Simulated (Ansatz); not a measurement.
MnO:

```xyz
2
Lattice="0.0000 2.2220 2.2220 2.2220 0.0000 2.2220 2.2220 2.2220 0.0000" Properties=species:S:1:pos:R:3 pbc="T T T"
Mn    0.0000    0.0000    0.0000
O     2.2220    2.2220    2.2220
```

Alike in all runs: program Ansatz 0.2.0; functional PBE; potentials or basis Ansatz PAW; cutoff 420 eV (not typed: the program's choice for these potentials); k mesh 9 × 9 × 9; occupations fermi-dirac, width 0.05 eV.

Task: Only the start or the spin constraint differs. Which run ends lowest in energy?
A. collinear spin, ferromagnetic start of up to 5 μB; fixed moment 5
B. collinear spin, program default start; fixed moment 0
C. collinear spin, ferromagnetic start of up to 4 μB; fixed moment 4
D. collinear spin, ferromagnetic start of up to 2 μB; fixed moment 2
E. collinear spin, ferromagnetic start of up to 1 μB; fixed moment 1
F. collinear spin, ferromagnetic start of up to 3 μB; fixed moment 3

Result: A.

```tsv
start	free energy over the lowest (meV/atom)	net moment (μB)	site or absolute moments (μB)	gap
collinear spin, ferromagnetic start of up to 2 μB; fixed moment 2	691.3	2.00	Mn +1.88; O -0.02	-
collinear spin, ferromagnetic start of up to 5 μB; fixed moment 5	0.0	5.00	Mn +4.18; O +0.28	-
collinear spin, ferromagnetic start of up to 3 μB; fixed moment 3	368.9	3.00	Mn +2.76; O -0.02	-
collinear spin, program default start; fixed moment 0	1044.9	0.00	-	-
collinear spin, ferromagnetic start of up to 6 μB; fixed moment 6	1797.2	6.00	Mn +4.27; O +0.86	-
collinear spin, ferromagnetic start of up to 8 μB; fixed moment 8	7030.1	8.00	Mn +4.53; O +1.86	-
collinear spin, ferromagnetic start of up to 1 μB; fixed moment 1	855.2	1.00	Mn +0.90; O +0.05	-
collinear spin, ferromagnetic start of up to 4 μB; fixed moment 4	78.8	4.00	Mn +3.53; O +0.09	-
```

All polarised runs hold their moment fixed, so the table maps the energy against it. A still lower state may exist.

Caveats: the total moment is fixed, so each spin has its own Fermi level; a cell with one magnetic atom can't hold antiferromagnetic order, which such compounds often take (some runs).
